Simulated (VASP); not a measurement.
## VASP 6.6.1 run: YN

INCAR

```
NSW = 0
LCHARG = .FALSE.
NBANDS = 15
ENCUT = 520
LREAL = .TRUE.
NELECT = 15.5
METAGGA = R2SCAN
SIGMA = 0.02
NELM = 120
LWAVE = .FALSE.
EDIFF = 1E-7
LASPH = .TRUE.
IBRION = -1
PREC = Accurate
ISIF = 2
ISMEAR = -1
ALGO = Normal
```

KPOINTS

```
KPOINTS created by Atomic Simulation Environment
0
Monkhorst-Pack
10 10 10
0 0 0
```

POSCAR

```
Y  N
 1.0000000000000000
     0.0000000000000000    2.3746066984000000    2.3746066984000000
     2.3746066984000000    0.0000000000000000    2.3746066984000000
     2.3746066984000000    2.3746066984000000    0.0000000000000000
 Y   N
   1   1
Cartesian
  0.0000000000000000  0.0000000000000000  0.0000000000000000
  2.3746066984000000  2.3746066984000000  2.3746066984000000
```

The recommended PBE PAW datasets give the neutral cell 16 valence electrons.

Command

```
mpirun -np 1 vasp_std
```

OSZICAR

```
N       E                     dE             d eps       ncg     rms          rms(c)
DAV:   1     0.314417074967E+02    0.31442E+02   -0.80949E+03  3316   0.102E+03
DAV:   2    -0.391521127245E+02   -0.70594E+02   -0.65551E+02  4485   0.234E+02
DAV:   3    -0.419953287896E+02   -0.28432E+01   -0.28017E+01  4180   0.393E+01
DAV:   4    -0.420346729458E+02   -0.39344E-01   -0.39335E-01  3876   0.456E+00
DAV:   5    -0.420351416690E+02   -0.46872E-03   -0.46872E-03  4049   0.394E-01    0.354E+01
DAV:   6    -0.351091021859E+02    0.69260E+01   -0.34795E+00  4294   0.185E+01    0.302E+01
DAV:   7    -0.352204671836E+02   -0.11136E+00   -0.54552E-01  3839   0.615E+00    0.177E+01
DAV:   8    -0.352680062694E+02   -0.47539E-01   -0.14530E-01  3496   0.361E+00    0.200E+00
DAV:   9    -0.352356287445E+02    0.32378E-01   -0.52232E-02  3783   0.196E+00    0.348E-01
DAV:  10    -0.352358224851E+02   -0.19374E-03   -0.30882E-03  3937   0.471E-01    0.475E-01
DAV:  11    -0.352358064774E+02    0.16008E-04   -0.20584E-04  3993   0.166E-01    0.458E-02
DAV:  12    -0.352358073694E+02   -0.89201E-06   -0.16160E-05  4049   0.421E-02    0.840E-02
DAV:  13    -0.352358052337E+02    0.21357E-05   -0.13359E-05  3769   0.399E-02    0.821E-03
DAV:  14    -0.352358052416E+02   -0.78667E-08   -0.14083E-06  4154   0.110E-02    0.400E-03
DAV:  15    -0.352358052092E+02    0.32392E-07   -0.65816E-08  2756   0.207E-03
   1 F= -.35235805E+02 E0= -.35235105E+02  d E =-.140108E-02
```

From OUTCAR

```
k-points           NKPTS =    110   k-points in BZ     NKDIM =    110   number of bands    NBANDS=     15

   NELECT =      15.5000    total number of electrons

   dimension x,y,z NGX =    28 NGY =   28 NGZ =   28
   dimension x,y,z NGXF=    56 NGYF=   56 NGZF=   56

  energy-cutoff  :      520.00
  volume of cell :       26.78
      direct lattice vectors                 reciprocal lattice vectors
     0.000000000  2.374606698  2.374606698    -0.210561185  0.210561185  0.210561185
     2.374606698  0.000000000  2.374606698     0.210561185 -0.210561185  0.210561185
     2.374606698  2.374606698  0.000000000     0.210561185  0.210561185 -0.210561185

 k-points in reciprocal lattice and weights: KPOINTS created by Atomic Simulation Env
   0.05000000  0.05000000  0.05000000       0.002
   0.15000000  0.05000000  0.05000000       0.006
   0.25000000  0.05000000  0.05000000       0.006
   0.35000000  0.05000000  0.05000000       0.006
   0.45000000  0.05000000  0.05000000       0.006
  -0.45000000  0.05000000  0.05000000       0.006
  -0.35000000  0.05000000  0.05000000       0.006
  -0.25000000  0.05000000  0.05000000       0.006
   ...

 E-fermi :   3.5291

 k-point     1 :       0.0500    0.0500    0.0500
  band No.  band energies     occupation
      1     -37.0255      2.00000
      2     -15.9787      2.00000
      3     -15.9317      2.00000
      4     -15.9317      2.00000
      5      -9.4475      2.00000
      6       4.1287      0.00000
      7       4.1815      0.00000
      8       4.1815      0.00000
      9       8.5900      0.00000
     10       8.6392      0.00000
     11       8.6392      0.00000
     12      10.7439      0.00000
     13      10.8915      0.00000
     14      10.8915      0.00000
     15      17.1025      0.00000

 k-point     2 :       0.1500    0.0500    0.0500
  band No.  band energies     occupation
      1     -37.0033      2.00000
      2     -16.2026      2.00000
      3     -15.9716      2.00000
      4     -15.9303      2.00000
      5      -9.1648      2.00000
      6       3.3977      1.99720
      7       3.6584      0.00310
      8       3.9901      0.00000
      9       8.5807      0.00000
     10       8.8387      0.00000
     11       9.2462      0.00000
     12      11.0018      0.00000
     13      11.6733      0.00000
     14      11.8293      0.00000
     15      18.0165      0.00000

 k-point     3 :       0.2500    0.0500    0.0500
  band No.  band energies     occupation
      1     -36.9556      2.00000
      2     -16.6544      2.00000
      3     -16.0100      2.00000
      4     -15.9490      2.00000
      5      -8.6075      2.00000
      6       2.3033      2.00000
      7       2.9301      2.00000
      8       3.3065      1.99997
      9       8.8711      0.00000
     10       9.5230      0.00000
     11      10.1598      0.00000
     12      12.0653      0.00000
     13      13.0009      0.00000
     14      13.3284      0.00000
     15      19.7605      0.00000

 ...

  Total        0.8642170      0.8642170      0.8642170      0.0000000      0.0000000      0.0000000
  in kB       51.7044980     51.7044980     51.7044980      0.0000000      0.0000000      0.0000000
  external PRESSURE =      51.7044980 kB  Pullay stress =       0.0000000 kB

 POSITION                                       TOTAL-FORCE (eV/Angst)
 -----------------------------------------------------------------------------------
      0.00000      0.00000      0.00000         0.000000      0.000000      0.000000
      2.37461      2.37461      2.37461        -0.000000     -0.000000     -0.000000
 -----------------------------------------------------------------------------------
    total drift:                                0.000000      0.000000      0.000000

  FREE ENERGIE OF THE ION-ELECTRON SYSTEM (eV)
  ---------------------------------------------------
  free  energy   TOTEN  =       -35.2358052092 eV

  energy  without entropy=      -35.2344041286  energy(sigma->0) =      -35.23510467
```

It converged. Results: pressure 5.2 GPa.

The cell is charged and sits in a uniform background. The shifted mesh misses Γ, so a band edge there is missed.

For comparison, a separate r²SCAN run of the intended cell, on usual settings and not on those above, gives a gap of 0.42 eV on its mesh and a pressure of 18.8 GPa.

The run above took about 4.4 min on one core of a shared host (Intel Xeon Platinum 8488C) and held 0.19 GiB at most.
